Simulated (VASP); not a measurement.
# Si (Fd-3m) in VASP: further runs, part 2 of 2

VASP 6.6.1. The steps go on from the part before.

## Step 3: Band structure, HSE06

Contents of POSCAR:

```
Si                                      
1.0
    0.0000000000      2.7342968687      2.7342968687
    2.7342968687      0.0000000000      2.7342968687
    2.7342968687      2.7342968687      0.0000000000
  Si            
     2
Direct
     0.7500000000000000    0.7500000000000000    0.7500000000000000
     0.5000000000000000    0.5000000000000000    0.5000000000000000
```

Contents of INCAR.step1:

```
  PREC = Accurate
  ENCUT = 520
  EDIFF = 1E-5
  ISMEAR = 0
  SIGMA = 0.03
  LREAL = False
  LASPH = True
  NELM = 80
  ALGO = Normal
  ISIF = 2
  LWAVE = True
  LCHARG = False
  NBANDS = 11
  KPAR = 4
  GGA = PE
```

Contents of INCAR.step2:

```
  PREC = Accurate
  ENCUT = 520
  EDIFF = 1E-6
  ISMEAR = 0
  SIGMA = 0.03
  LREAL = False
  LASPH = True
  NELM = 80
  ALGO = Normal
  ISIF = 2
  LWAVE = False
  LCHARG = False
  GGA = PE
  LHFCALC = True
  HFSCREEN = 0.2
  PRECFOCK = Fast
  NBANDS = 11
  KPAR = 4
  ISTART = 1
```

Contents of KPOINTS:

```
Automatic mesh
0
Gamma
  6 6 6
```

Contents of KPOINTS_OPT:

```
explicit points
9
Reciprocal
 0.0000000000  0.0000000000  0.0000000000 1
 0.3750000000  0.3750000000  0.7500000000 1
 0.5000000000  0.5000000000  0.5000000000 1
 0.6250000000  0.2500000000  0.6250000000 1
 0.5000000000  0.2500000000  0.7500000000 1
 0.5000000000  0.0000000000  0.5000000000 1
 0.4000000000  0.0000000000  0.4000000000 1
 0.4250000000  0.0000000000  0.4250000000 1
 0.4500000000  0.0000000000  0.4500000000 1
```

Potentials or basis: VASP PAW PBE potentials, release 64 (Si).

Command:

```console
> cat potpaw_PBE.64/Si/POTCAR > POTCAR
> cp INCAR.step1 INCAR
> mpirun -np 4 vasp_std > vasp.out
> cp INCAR.step2 INCAR
> mpirun -np 4 vasp_std > vasp.out
```

OUTCAR:

```text
PREC = Accurate
   ENCUT = 520
   EDIFF = 1E-6
   ISMEAR = 0
   LREAL = False
   LASPH = True
   NELM = 80
   ISIF = 2
   GGA = PE
   LHFCALC = True
   HFSCREEN = 0.2
   PRECFOCK = Fast
   ISTART = 1

 ion  position               nearest neighbor table
   1  0.750  0.750  0.750-   2 2.37   2 2.37   2 2.37   2 2.37
   2  0.500  0.500  0.500-   1 2.37   1 2.37   1 2.37   1 2.37

  LATTYP: Found a face centered cubic cell.
 ALAT       =     5.4685937374

  Lattice vectors:

 A1 = (   0.0000000000,   2.7342968687,   2.7342968687)
 A2 = (   2.7342968687,   0.0000000000,   2.7342968687)
 A3 = (   2.7342968687,   2.7342968687,   0.0000000000)

Analysis of symmetry for initial positions (statically):
=====================================================================
 Subroutine PRICEL returns:
 Original cell was already a primitive cell.

 Routine SETGRP: Setting up the symmetry group for a
 face centered cubic supercell.

 Subroutine GETGRP returns: Found 48 space group operations
 (whereof 24 operations were pure point group operations)
 out of a pool of 48 trial point group operations.

The static configuration has the point symmetry T_d .
 The point group associated with its full space group is O_h .

Analysis of symmetry for dynamics (positions and initial velocities):
=====================================================================
 Subroutine PRICEL returns:
 Original cell was already a primitive cell.

 Routine SETGRP: Setting up the symmetry group for a
 face centered cubic supercell.

 Subroutine GETGRP returns: Found 48 space group operations
 (whereof 24 operations were pure point group operations)
 out of a pool of 48 trial point group operations.

The dynamic configuration has the point symmetry T_d .
 The point group associated with its full space group is O_h .

 Subroutine INISYM returns: Found 48 space group operations
 (whereof 24 operations are pure point group operations),
 and found     1 'primitive' translations

[... 119 lines left out ...]
   HFSCREENC=   0.2000 screening length for correlation (either q_TF or 0.3 A-1)
   ENCUTFOCK=  -1.0 apply spherical cutoff to Coloumb kernel
   IVDW    =     0    specifies the selected vdW correction
   LEPSILON=     F    determine dielectric tensor
   LRPA    =     F    only Hartree local field effects (RPA)
 non-spin polarized calculation
 Gauss-broadening in eV      SIGMA  =   0.03
  energy-cutoff  :      520.00
  volume of cell :       40.89
 maximum number of plane-waves:      1113
 NGX is ok and might be reduce to    30
  NGX = 18; NGY = 18; NGZ = 18

 number of electron       8.0000001 magnetization

 Free energy of the ion-electron system (eV)
  ---------------------------------------------------
  ext. energy  EPLUGINS =         0.00000000
  ---------------------------------------------------
  free energy    TOTEN  =       -12.56314290 eV

  energy without entropy =      -12.56314290  energy(sigma->0) =      -12.56314290

 E-fermi :   5.3820     XC(G=0):  -7.7715

 val. band max:        5.2583366087   @ k =   0.0000   0.0000   0.0000
 cond. band min:       6.6064124225   @ k =   0.5000   0.5000   0.0000
 fundamental gap:      1.3480758138
 Fermi energy:         5.3819501998

 k-point     1 :       0.0000    0.0000    0.0000
  band No.  band energies     occupation
      1      -7.8845      2.00000
      2       5.2583      2.00000
      3       5.2583      2.00000
      4       5.2583      2.00000
      5       8.5904      0.00000
      6       8.5904      0.00000
      7       8.5904      0.00000
      8       9.3434      0.00000
      9      13.9846      0.00000
     10      14.0471      0.00000
     11      14.0471      0.00000
[... 197 lines left out ...]
 k-point    16 :      -0.3333    0.5000    0.1667
  band No.  band energies     occupation
      1      -3.2166      2.00000
      2      -3.2166      2.00000
      3       1.3754      2.00000
      4       1.3754      2.00000
      5       8.7370      0.00000
      6       8.7370      0.00000
      7      13.0136      0.00000
      8      13.0136      0.00000
      9      17.0398      0.00000
     10      17.0398      0.00000
     11      19.4276      0.00000

------------------------ aborting loop because EDIFF is reached ----------------------------------------

  FORCE on cell =-STRESS in cart. coord.  units (eV):
  Direction    XX          YY          ZZ          XY          YZ          ZX
  --------------------------------------------------------------------------------------
  -------------------------------------------------------------------------------------
  Total       -0.4613958     -0.4613958     -0.4613958      0.0000000      0.0000000     -0.0000000
  in kB      -18.0807824    -18.0807824    -18.0807824      0.0000000      0.0000000     -0.0000000
  external PRESSURE =     -18.0807824 kB  Pullay stress =       0.0000000 kB

 VOLUME and BASIS-vectors are now :
 -----------------------------------------------------------------------------
  energy-cutoff  :      520.00
  volume of cell :       40.89
      direct lattice vectors                 reciprocal lattice vectors
     0.000000000  2.734296869  2.734296869    -0.182862368  0.182862368  0.182862368
     2.734296869  0.000000000  2.734296869     0.182862368 -0.182862368  0.182862368
     2.734296869  2.734296869  0.000000000     0.182862368  0.182862368 -0.182862368

 POSITION                                       TOTAL-FORCE (eV/Angst)
 -----------------------------------------------------------------------------------
      4.10145      4.10145      4.10145        -0.000000      0.000000     -0.000000
      2.73430      2.73430      2.73430         0.000000     -0.000000      0.000000
 -----------------------------------------------------------------------------------
    total drift:                               -0.000000     -0.000000     -0.000000

  FREE ENERGIE OF THE ION-ELECTRON SYSTEM (eV)
  ---------------------------------------------------
  free  energy   TOTEN  =       -12.5631429006 eV

  energy  without entropy=      -12.5631429006  energy(sigma->0) =      -12.56314290
```

OSZICAR.step1:

```text
N       E                     dE             d eps       ncg     rms          rms(c)
DAV:   1     0.868305830059E+01    0.86831E+01   -0.30698E+03   352   0.565E+02
DAV:   2    -0.104563327955E+02   -0.19139E+02   -0.18395E+02   442   0.874E+01
DAV:   3    -0.109943079143E+02   -0.53798E+00   -0.53666E+00   462   0.132E+01
DAV:   4    -0.109982841464E+02   -0.39762E-02   -0.39757E-02   419   0.141E+00
DAV:   5    -0.109983254186E+02   -0.41272E-04   -0.41272E-04   434   0.139E-01    0.477E+00
DAV:   6    -0.108797324023E+02    0.11859E+00   -0.65847E-02   397   0.106E+00    0.290E+00
DAV:   7    -0.108247295614E+02    0.55003E-01   -0.12949E-01   403   0.160E+00    0.169E-01
DAV:   8    -0.108260909233E+02   -0.13614E-02   -0.58662E-03   400   0.411E-01    0.802E-02
DAV:   9    -0.108263154174E+02   -0.22449E-03   -0.21606E-04   436   0.888E-02    0.581E-02
DAV:  10    -0.108263408965E+02   -0.25479E-04   -0.21831E-05   394   0.270E-02    0.499E-03
DAV:  11    -0.108263416951E+02   -0.79864E-06   -0.20684E-06   273   0.764E-03
   1 F= -.10826342E+02 E0= -.10826342E+02  d E =-.120993E-17
```

Run time: 90 s. Hardware: 4 MPI ranks of AMD EPYC 9R45 (Zen 5), shared host; peak memory 0.26 GiB.

What came out:

```
Free energy             : -12.5631 eV
Pressure                : -1.8 GPa
Band gap on the k mesh  : 1.35 eV, indirect (least direct gap 3.33 eV)
Band gap along the path : 1.20 eV, indirect (least direct gap 3.33 eV)
```

Caveat: the PAW data sets were made with another functional, which shifts forces and pressure a little; the mesh misses the band edges, which the band path finds closer together.
